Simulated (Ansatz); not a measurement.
# Te2Mo: how the settings move a single-point run

Aim: see which settings change the result for Te2Mo, by how much, and at what cost. The cell is built on a prototype (fluorite) and needn't be the phase found in nature.

Method: reference: DFT, PBE, plane waves, PAW, in Ansatz 0.2.0.

6 further runs of the same task are left out: 2 for a known fault of the program, 4 that didn't finish.

## 1. Starting point

The structure is cubic, space group Fm-3m (No. 225). The conventional cell has a = 6.630 Å, b = 6.630 Å, c = 6.630 Å, α = 90.00°, β = 90.00°, γ = 90.00°. Mo (site symmetry m-3m) has 8 Te at 2.87 Å as nearest neighbours. Te (site symmetry -43m) has 4 Mo at 2.87 Å as nearest neighbours.

Coordinates:

```
Mo Te
1.0
     0.00000    3.31483    3.31483
     3.31483    0.00000    3.31483
     3.31483    3.31483    0.00000
Mo Te
1 2
Cartesian
  0.0000 0.0000 0.0000
  1.6574 1.6574 1.6574
  4.9722 4.9722 4.9722
```

## 2. Reference

The input, input.yaml:

```yaml
crystal:
  lattice:
    - [0.0, 3.3148317878, 3.3148317878]
    - [3.3148317878, 0.0, 3.3148317878]
    - [3.3148317878, 3.3148317878, 0.0]
  atoms:
    - { symbol: Mo, position: [0.0, 0.0, 0.0] }
    - { symbol: Te, position: [0.25, 0.25, 0.25] }
    - { symbol: Te, position: [0.75, 0.75, 0.75] }
kpoints:
  mp_grid: { grid: [4, 4, 4] }
hamiltonian:
  xc: pbe
scf:
  occupations: { method: fermi_dirac, width: 0.02 }
  n_extra_bands: 4
output:
  forces: true
  stress: true
  eigenvalues: true
```

On the command line:

```sh
$ ansatz run input.yaml --threads 4 --pin off --max-ram 3686MiB --backend cpu --events-out ev --progress --plain --runs-dir out
```

## 3. Changing settings: exchange pbe, correlation pbe, coeff 0.35, omega 0.2078

Edit input.yaml of step 2 so:

```diff
@@ -12,3 +12,6 @@
 hamiltonian:
-  xc: pbe
+  xc:
+    exchange: pbe
+    correlation: pbe
+    exx: { coeff: 0.35, omega: 0.2078 }
 scf:
```

What does the calculation give? Wanted: for each run, ending; energy change; pressure; gap; force.

As calculated:

| run | ending | energy change | pressure (GPa) | gap (eV) | force (eV/Å) | cycles | time |
| --- | --- | --- | --- | --- | --- | --- | --- |
| reference | converged | - | 1.9 | 0.00 | 0.00 | 7 | 0.54 s |
| 1: exchange pbe, correlation pbe, coeff 0.35, omega 0.2078 | converged | not comparable | -4.1 | 0.00 | 0.00 | 30 | 11 s |

Residual by cycle in the longest SCF loop of each run; runs are numbered as in the table. The quantity is the density residual dr2, in eV.

| cycle | reference | run 1 |
| --- | --- | --- |
| 1 | 0.0129 | 0.0135 |
| 2 | 8.6e-4 | 0.0156 |
| 3 | 1.8e-4 | 0.0283 |
| 4 | 2.7e-5 | 0.00151 |
| 5 | 2.5e-6 | 3.3e-5 |
| 6 | 1.6e-6 | 1.1e-6 |
| 7 | 5.7e-8 | 2.8e-8 |
| 8 | - | 8.1e-10 |

What this shows: After a change of functional the difference of the totals has no physical meaning; the pressure goes from 1.9 to -4.1 GPa. At this fixed cell a lower pressure means that this functional prefers a smaller volume than the reference. The reference has no spin polarisation; with Mo present, a magnetic state may lie lower.
